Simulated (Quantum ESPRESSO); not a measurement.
# Si/GaAs(110) interfaces, stepped through the in-plane cubic lattice constant, part 3 of 10

Wanted: a table for Si/GaAs(110) interfaces against the in-plane cubic lattice constant, and what can be fitted to it.

Quantum ESPRESSO 7.5; plane-wave DFT, LDA, GBRV ultrasoft pseudopotentials.

So far. Step 2 (Relaxing cell and ions, 5.332 Å):  The last row is no step: it is a fresh SCF in the final cell with a new plane-wave basis, -0 meV from the row before.

### 5. Variable-cell relaxation, 5.332 Å

System of this step: GaAs, held at a = 5.332 Å in the (110) plane. It takes space group Imm2 (No. 44, orthorhombic). The conventional cell has a = 3.770 Å, b = 4.134 Å, c = 5.332 Å, α = 90.00°, β = 90.00°, γ = 90.00°. Ga has 4 As at 2.31 to 2.46 Å nearest. Nearest to As lie 4 Ga at 2.31 to 2.46 Å. Farther neighbours are not listed.

m0.relax.in

```
&control
  prefix = 'm0.relax'
  outdir = './out'
  pseudo_dir = './pseudo'
  nstep = 70
  forc_conv_thr = 0.0004
  calculation = 'vc-relax'
/
&system
  ibrav = 0
  nat = 4
  ntyp = 2
  ecutwfc = 48
  ecutrho = 240
  occupations = 'smearing'
  smearing = 'fd'
  degauss = 0.002
/
&electrons
  conv_thr = 1e-09
  mixing_beta = 0.4
  electron_maxstep = 120
/
&ions
/
&cell
  cell_dofree = 'z'
  press_conv_thr = 0.4
/
ATOMIC_SPECIES
  Ga  69.7230  ga_lda_v1.4.uspp.F.UPF
  As  74.9216  as_lda_v1.uspp.F.UPF
CELL_PARAMETERS angstrom
  5.33200000000000 0.00000000000000 0.00000000000000
  0.00000000000000 3.77029335728667 0.00000000000000
  0.00000000000000 0.00000000000000 4.13374963692911
ATOMIC_POSITIONS crystal
  Ga  0.000000000000 0.000000000000 0.000000000000
  As  0.250000000000 0.500000000000 0.000000000000
  Ga  0.500000000000 0.500000000000 0.500000000000
  As  0.750000000000 0.000000000000 0.500000000000
K_POINTS automatic
  3 4 4 0 0 0
```

Run with:

```sh
> OMP_NUM_THREADS=1 mpirun -n 4 pw.x -nk 2 -in m0.relax.in > m0.relax.out
```

The program printed:

```text
[banner, memory and clock lines left out]
Program PWSCF v.7.5 starts

          URL

     Found identity + ( -0.5000 -0.5000  0.5000) symmetry
     This is a supercell, fractional translations are disabled
     Message from routine setup:
     using ibrav=0 with symmetry is DISCOURAGED, use correct ibrav instead

     bravais-lattice index     =            0
     lattice parameter (alat)  =      10.0760  a.u.
     unit-cell volume          =     560.7975 (a.u.)^3
     number of atoms/cell      =            4
     number of atomic types    =            2
     number of electrons       =        48.00
     number of Kohn-Sham states=           29
     kinetic-energy cutoff     =      48.0000  Ry
     charge density cutoff     =     240.0000  Ry
     scf convergence threshold =      1.0E-09
     mixing beta               =       0.4000
     number of iterations used =            8  plain     mixing
     energy convergence thresh.=      1.0E-04
     force convergence thresh. =      4.0E-04
     press convergence thresh. =      4.0E-01
     Exchange-correlation= SLA  PZ   NOGX NOGC
                           (   1   1   0   0   0   0   0)
     nstep                     =           70

     celldm(1)=  10.076020  celldm(2)=   0.000000  celldm(3)=   0.000000
     celldm(4)=   0.000000  celldm(5)=   0.000000  celldm(6)=   0.000000

     crystal axes: (cart. coord. in units of alat)
               a(1) = (   1.000000   0.000000   0.000000 )
               a(2) = (   0.000000   0.707107   0.000000 )
               a(3) = (   0.000000   0.000000   0.775272 )

     reciprocal axes: (cart. coord. in units 2 pi/alat)
               b(1) = (  1.000000  0.000000  0.000000 )
               b(2) = (  0.000000  1.414214  0.000000 )
               b(3) = (  0.000000  0.000000  1.289870 )

     PseudoPot. # 1 for Ga read from file:
     ./pseudo/ga_lda_v1.4.uspp.F.UPF
     Pseudo is Ultrasoft + core correction, Zval = 19.0
     Generated by new atomic code, or converted to UPF format
     Using radial grid of  871 points,  6 beta functions with:
                l(1) =   0
                l(2) =   0
                l(3) =   1
                l(4) =   1
                l(5) =   2
                l(6) =   2
     Q(r) pseudized with  8 coefficients,  rinner =    1.250   1.250   1.250
                                                       1.250   1.250

     PseudoPot. # 2 for As read from file:
     ./pseudo/as_lda_v1.uspp.F.UPF
     Pseudo is Ultrasoft + core correction, Zval =  5.0
     Generated by new atomic code, or converted to UPF format
     Using radial grid of  875 points,  6 beta functions with:
                l(1) =   0
                l(2) =   0
                l(3) =   1
                l(4) =   1
                l(5) =   2
                l(6) =   2
     Q(r) pseudized with  8 coefficients,  rinner =    1.300   1.300   1.300
                                                       1.300   1.300

     atomic species   valence    mass     pseudopotential
     Ga               19.00    69.72300     Ga( 1.00)
     As                5.00    74.92160     As( 1.00)

      4 Sym. Ops. (no inversion) found

   Cartesian axes

     site n.     atom                  positions (alat units)
         1        Ga     tau(   1) = (   0.0000000   0.0000000   0.0000000  )
         2        As     tau(   2) = (   0.2500000   0.3535534   0.0000000  )
         3        Ga     tau(   3) = (   0.5000000   0.3535534   0.3876359  )
         4        As     tau(   4) = (   0.7500000   0.0000000   0.3876359  )

     number of k points=    18  Fermi-Dirac smearing, width (Ry)=  0.0020
                       cart. coord. in units 2pi/alat
        k(    1) = (   0.0000000   0.0000000   0.0000000), wk =   0.0416667
        k(    2) = (   0.0000000   0.0000000   0.3224675), wk =   0.0833333
        k(    3) = (   0.0000000   0.0000000  -0.6449350), wk =   0.0416667
        k(    4) = (   0.0000000   0.3535534   0.0000000), wk =   0.0833333
        k(    5) = (   0.0000000   0.3535534   0.3224675), wk =   0.1666667
        k(    6) = (   0.0000000   0.3535534  -0.6449350), wk =   0.0833333
        k(    7) = (   0.0000000  -0.7071068   0.0000000), wk =   0.0416667
        k(    8) = (   0.0000000  -0.7071068   0.3224675), wk =   0.0833333
        k(    9) = (   0.0000000  -0.7071068  -0.6449350), wk =   0.0416667
        k(   10) = (   0.3333333   0.0000000   0.0000000), wk =   0.0833333
        k(   11) = (   0.3333333   0.0000000   0.3224675), wk =   0.1666667
        k(   12) = (   0.3333333   0.0000000  -0.6449350), wk =   0.0833333
        k(   13) = (   0.3333333   0.3535534   0.0000000), wk =   0.1666667
        k(   14) = (   0.3333333   0.3535534   0.3224675), wk =   0.3333333
        k(   15) = (   0.3333333   0.3535534  -0.6449350), wk =   0.1666667
        k(   16) = (   0.3333333  -0.7071068   0.0000000), wk =   0.0833333
        k(   17) = (   0.3333333  -0.7071068   0.3224675), wk =   0.1666667
        k(   18) = (   0.3333333  -0.7071068  -0.6449350), wk =   0.0833333

     Dense  grid:    35093 G-vectors     FFT dimensions: (  50,  36,  40)

     Smooth grid:    25257 G-vectors     FFT dimensions: (  45,  32,  36)

     Initial potential from superposition of free atoms

     starting charge      45.9996, renormalised to      48.0000
     Starting wfcs are   32 randomized atomic wfcs

     per-process dynamical memory:    45.3 Mb

     Self-consistent Calculation

     iteration #  1     ecut=    48.00 Ry     beta= 0.40
     Davidson diagonalization with overlap
     ethr =  1.00E-02,  avg # of iterations =  3.8

     total energy              =    -904.27377587 Ry
     estimated scf accuracy    <      13.42642872 Ry

     iteration #  2     ecut=    48.00 Ry     beta= 0.40
     Davidson diagonalization with overlap
     ethr =  1.00E-02,  avg # of iterations =  3.0

     total energy              =    -909.50860721 Ry
     estimated scf accuracy    <       1.63001403 Ry

     iteration #  3     ecut=    48.00 Ry     beta= 0.40
     Davidson diagonalization with overlap
     ethr =  3.40E-03,  avg # of iterations =  2.0

     total energy              =    -909.57156243 Ry
     estimated scf accuracy    <       0.17010601 Ry

     iteration #  4     ecut=    48.00 Ry     beta= 0.40
     Davidson diagonalization with overlap
     ethr =  3.54E-04,  avg # of iterations =  2.1

     total energy              =    -909.62181533 Ry
     estimated scf accuracy    <       0.00515612 Ry

     iteration #  5     ecut=    48.00 Ry     beta= 0.40
     Davidson diagonalization with overlap
     ethr =  1.07E-05,  avg # of iterations =  5.4

[...]
iteration # 12     ecut=    48.00 Ry     beta= 0.40
     Davidson diagonalization with overlap
     ethr =  9.82E-12,  avg # of iterations =  4.0

     total energy              =    -909.62874423 Ry
     estimated scf accuracy    <          4.5E-10 Ry

     iteration # 13     ecut=    48.00 Ry     beta= 0.40
     Davidson diagonalization with overlap
     ethr =  9.47E-13,  avg # of iterations =  4.2

     End of self-consistent calculation

          k = 0.0000 0.0000 0.0000 (  3141 PWs)   bands (ev):

   -86.0309 -86.0308 -86.0194 -86.0193 -86.0164 -86.0164  -7.0918  -6.9433
    -6.9403  -6.9333  -6.8839  -6.8827  -6.8677  -6.8438  -6.8355  -6.8151
    -5.3245  -2.3242   0.9983   4.3316   5.5210   7.5951   8.1149   8.3440
     8.4587   8.7762  10.0205  11.4295  11.9984

          k = 0.0000 0.0000 0.3222 (  3155 PWs)   bands (ev):

   -86.0310 -86.0308 -86.0196 -86.0192 -86.0164 -86.0163  -7.0709  -6.9786
    -6.9319  -6.9211  -6.8911  -6.8862  -6.8684  -6.8442  -6.8359  -6.8217
    -4.8575  -2.5509   1.1069   3.5887   4.5774   5.9331   6.4819   8.0665
    10.3905  11.2417  11.2724  12.6061  12.7589

          k = 0.0000 0.0000-0.6445 (  3170 PWs)   bands (ev):

   -86.0311 -86.0311 -86.0194 -86.0194 -86.0164 -86.0164  -7.0302  -7.0302
    -6.9115  -6.9115  -6.9036  -6.9036  -6.8516  -6.8516  -6.8322  -6.8322
    -3.6590  -3.6590   2.1197   2.1197   4.3866   4.3866   6.9885   6.9885
    11.3336  11.3336  14.1258  14.1634  14.1634

          k = 0.0000 0.3536 0.0000 (  3148 PWs)   bands (ev):

   -86.0308 -86.0308 -86.0194 -86.0193 -86.0164 -86.0164  -7.0810  -6.9968
    -6.9313  -6.9194  -6.9024  -6.8779  -6.8607  -6.8402  -6.8389  -6.8262
    -4.7368  -2.2855   1.1865   3.9709   4.8425   5.1031   6.8579   7.2744
     8.8556   9.8588  11.9848  12.0177  13.6270

          k = 0.0000 0.3536 0.3222 (  3136 PWs)   bands (ev):

   -86.0309 -86.0307 -86.0194 -86.0192 -86.0164 -86.0163  -7.0718  -7.0270
    -6.9097  -6.9039  -6.9037  -6.8790  -6.8565  -6.8533  -6.8321  -6.8300
    -4.2994  -2.3409   1.0660   3.7740   4.0729   4.4116   6.2416   6.3265
    10.0576  11.3324  11.6757  13.0341  13.7173

          k = 0.0000 0.3536-0.6445 (  3136 PWs)   bands (ev):

   -86.0309 -86.0309 -86.0193 -86.0193 -86.0163 -86.0163  -7.0581  -7.0581
    -6.8977  -6.8977  -6.8840  -6.8840  -6.8591  -6.8591  -6.8306  -6.8306
    -3.1878  -3.1878   1.7136   1.7136   4.7905   4.7905   5.3812   5.3812
    10.8109  10.8109  11.6163  11.6164  15.2015

          k = 0.0000-0.7071 0.0000 (  3180 PWs)   bands (ev):

   -86.0309 -86.0309 -86.0196 -86.0196 -86.0165 -86.0165  -7.0590  -7.0590
    -6.9110  -6.9110  -6.9040  -6.9040  -6.8408  -6.8408  -6.8362  -6.8362
    -3.2855  -3.2855   2.2519   2.2519   4.5780   4.5780   6.1193   6.1193
     9.9742   9.9742  13.4677  13.4677  13.6813

          k = 0.0000-0.7071 0.3222 (  3144 PWs)   bands (ev):

   -86.0308 -86.0308 -86.0193 -86.0193 -86.0164 -86.0164  -7.0717  -7.0717
    -6.8994  -6.8994  -6.8854  -6.8854  -6.8579  -6.8579  -6.8256  -6.8256
    -2.9517  -2.9517   1.6158   1.6158   4.8666   4.8666   5.2819   5.2819
    10.6324  10.6324  11.0165  11.0165  13.1711

          k = 0.0000-0.7071-0.6445 (  3152 PWs)   bands (ev):

   -86.0308 -86.0308 -86.0194 -86.0194 -86.0164 -86.0164  -7.0847  -7.0847
    -6.8824  -6.8824  -6.8710  -6.8710  -6.8696  -6.8696  -6.8216  -6.8216
    -2.4849  -2.4849   0.7207   0.7207   5.2137   5.2137   5.2470   5.2470
     9.3530   9.3530   9.7207   9.7207  17.6300

          k = 0.3333 0.0000 0.0000 (  3154 PWs)   bands (ev):

   -86.0311 -86.0308 -86.0196 -86.0193 -86.0164 -86.0162  -7.0617  -6.9863
    -6.9267  -6.9254  -6.8979  -6.8876  -6.8730  -6.8529  -6.8304  -6.8202
    -4.8165  -3.4813   2.6233   4.8667   5.3681   6.0261   6.3207   7.3654
     8.8851  10.2435  10.8964  11.7007  13.3198

          k = 0.3333 0.0000 0.3222 (  3147 PWs)   bands (ev):

   -86.0310 -86.0308 -86.0195 -86.0193 -86.0164 -86.0163  -7.0501  -7.0022
    -6.9247  -6.9211  -6.9047  -6.8989  -6.8627  -6.8492  -6.8299  -6.8224
    -4.4063  -3.2991   1.4835   2.9256   5.0819   6.3637   7.3860   7.4035
    10.0872  10.7508  11.8202  12.1679  13.1988

          k = 0.3333 0.0000-0.6445 (  3140 PWs)   bands (ev):

   -86.0309 -86.0309 -86.0193 -86.0193 -86.0163 -86.0163  -7.0319  -7.0319
    -6.9171  -6.9171  -6.9094  -6.9094  -6.8485  -6.8485  -6.8269  -6.8269
    -3.5159  -3.5159   1.0316   1.0316   6.3110   6.3110   7.0801   7.0801
    10.3652  10.3652  12.8904  12.8905  13.1125

          k = 0.3333 0.3536 0.0000 (  3158 PWs)   bands (ev):

   -86.0311 -86.0307 -86.0194 -86.0194 -86.0164 -86.0163  -7.0641  -7.0225
    -6.9221  -6.9201  -6.9099  -6.8965  -6.8539  -6.8424  -6.8331  -6.8250
    -4.2790  -3.1268   1.8885   3.4960   5.0556   5.3029   6.4626   7.1081
     9.3993   9.5584  12.7081  12.8333  13.1399

          k = 0.3333 0.3536 0.3222 (  3161 PWs)   bands (ev):

   -86.0310 -86.0309 -86.0194 -86.0194 -86.0164 -86.0164  -7.0587  -7.0340
    -6.9122  -6.9098  -6.9094  -6.8924  -6.8514  -6.8463  -6.8342  -6.8312
    -3.8900  -2.9296   1.5129   2.7566   3.8439   4.9993   6.1306   6.8444
    11.0430  11.4140  12.2842  12.3649  13.4313

          k = 0.3333 0.3536-0.6445 (  3138 PWs)   bands (ev):

   -86.0308 -86.0308 -86.0193 -86.0193 -86.0163 -86.0163  -7.0521  -7.0521
    -6.9051  -6.9051  -6.8935  -6.8935  -6.8496  -6.8496  -6.8344  -6.8344
    -3.0632  -3.0632   1.2139   1.2139   4.5431   4.5431   6.0829   6.0829
    10.6629  10.6629  13.5262  13.5262  14.8241

          k = 0.3333-0.7071 0.0000 (  3158 PWs)   bands (ev):

   -86.0309 -86.0309 -86.0194 -86.0194 -86.0164 -86.0164  -7.0664  -7.0664
    -6.9126  -6.9126  -6.9124  -6.9124  -6.8323  -6.8323  -6.8320  -6.8320
    -3.1432  -3.1432   1.2828   1.2828   6.2028   6.2028   6.2103   6.2103
     9.1440   9.1440  12.4928  12.4943  12.4943

          k = 0.3333-0.7071 0.3222 (  3156 PWs)   bands (ev):

   -86.0309 -86.0309 -86.0194 -86.0194 -86.0164 -86.0164  -7.0691  -7.0691
    -6.9047  -6.9047  -6.8964  -6.8964  -6.8462  -6.8462  -6.8288  -6.8288
    -2.8314  -2.8314   1.2814   1.2814   4.3074   4.3074   5.8969   5.8969
    10.4599  10.4599  12.7799  12.7799  14.3695

          k = 0.3333-0.7071-0.6445 (  3168 PWs)   bands (ev):

   -86.0310 -86.0310 -86.0194 -86.0194 -86.0165 -86.0165  -7.0743  -7.0743
    -6.8890  -6.8890  -6.8863  -6.8863  -6.8557  -6.8557  -6.8296  -6.8296
    -2.4107  -2.4106   0.9061   0.9061   4.3724   4.3724   4.4880   4.4880
    11.5042  11.5042  11.8576  11.8576  15.8941

     the Fermi energy is     8.4014 ev

!    total energy              =    -909.62874423 Ry
     estimated scf accuracy    <          4.0E-12 Ry
     smearing contrib. (-TS)   =      -0.00005721 Ry
     internal energy E=F+TS    =    -909.62868702 Ry

     The total energy is F=E-TS. E is the sum of the following terms:
     one-electron contribution =    -797.04982984 Ry
     hartree contribution      =     415.42314588 Ry
     xc contribution           =    -157.95217637 Ry
     ewald contribution        =    -370.04982669 Ry

     convergence has been achieved in  13 iterations

     Forces acting on atoms (cartesian axes, Ry/au):

     atom    1 type  1   force =     0.00032307    0.00000000    0.00000000
     atom    2 type  2   force =    -0.00032257    0.00000000    0.00000000
     atom    3 type  1   force =     0.00032167    0.00000000    0.00000000
     atom    4 type  2   force =    -0.00032216    0.00000000    0.00000000

     Total force =     0.000645     Total SCF correction =     0.000008

     Computing stress (Cartesian axis) and pressure

          total   stress  (Ry/bohr**3)                   (kbar)     P=       47.04
   0.00033724   0.00000000   0.00000000           49.61        0.00        0.00
   0.00000000   0.00062250   0.00000000            0.00       91.57        0.00
   0.00000000   0.00000000  -0.00000047            0.00        0.00       -0.07

     XML data file, charge density, pseudopotentials, collected wavefunctions

                                        0.00s GPU  (    3198 calls)
```

Wall time 68 s (4 MPI ranks of Arm Neoverse V1, shared host); peak memory 0.36 GiB.

The steps of the relaxation:

```csv
step,energy less that of the first step (eV),largest force (eV/Å),volume (Å³)
1,0.0000,0.9673,83.10
2,-0.0644,0.4853,82.64
3,-0.0853,0.0520,82.30
4,-0.0864,0.0348,82.43
5,-0.0876,0.0248,82.62
6,-0.0888,0.0085,82.91
7,-0.0891,0.0084,83.16
8,-0.0892,0.0083,83.16
```

```csv
cell as run,before,after,change
a (Å),5.332,5.332,+0.0 %
b (Å),3.770,3.770,-0.0 %
c (Å),4.134,4.137,+0.1 %
volume (Å³/atom),20.78,20.79,+0.1 %
```

The atoms that moved most (Å, as changes of fractional coordinates times the final cell):

```csv
atom,dx,dy,dz,length
Ga1,-0.050,0.000,0.000,0.050
As2,0.050,0.000,0.000,0.050
As4,0.050,0.000,0.000,0.050
Ga3,-0.050,0.000,0.000,0.050
```

The relaxed structure:

```cif
data_structure
_symmetry_space_group_name_H-M 'P 1'
_symmetry_Int_Tables_number 1
_cell_length_a 5.3320
_cell_length_b 3.7703
_cell_length_c 4.1367
_cell_angle_alpha 90.000
_cell_angle_beta 90.000
_cell_angle_gamma 90.000
_cell_volume 83.16
loop_
_atom_site_label
_atom_site_type_symbol
_atom_site_fract_x
_atom_site_fract_y
_atom_site_fract_z
_atom_site_occupancy
Ga1 Ga 0.99056 0.00000 0.00000 1
As2 As 0.25944 0.50000 0.00000 1
Ga3 Ga 0.49056 0.50000 0.50000 1
As4 As 0.75944 0.00000 0.50000 1
```

 The last row is no step: it is a fresh SCF in the final cell with a new plane-wave basis, -0 meV from the row before.

Read from the output:

```
free energy             : -12376.1295 eV
energy at zero smearing : -12376.1292 eV
Fermi energy            : 8.401 eV
```

[end of part 3 of 10]

[Logs are printed without paths, hosts, clocks, repeated set-up lines and the standing remarks that a program may print on its own settings, such as how far it seeks lower states.]

[Hosts, paths, dates, database ids (printed as entryN), source tags and the programs' standing remarks are cut or masked in the printed files.]

[Maps of the electrostatic potential energy from Ansatz leave out the sawtooth potential of an applied field or a dipole correction, so their vacuum need not be flat; planar profiles and work functions include it.]
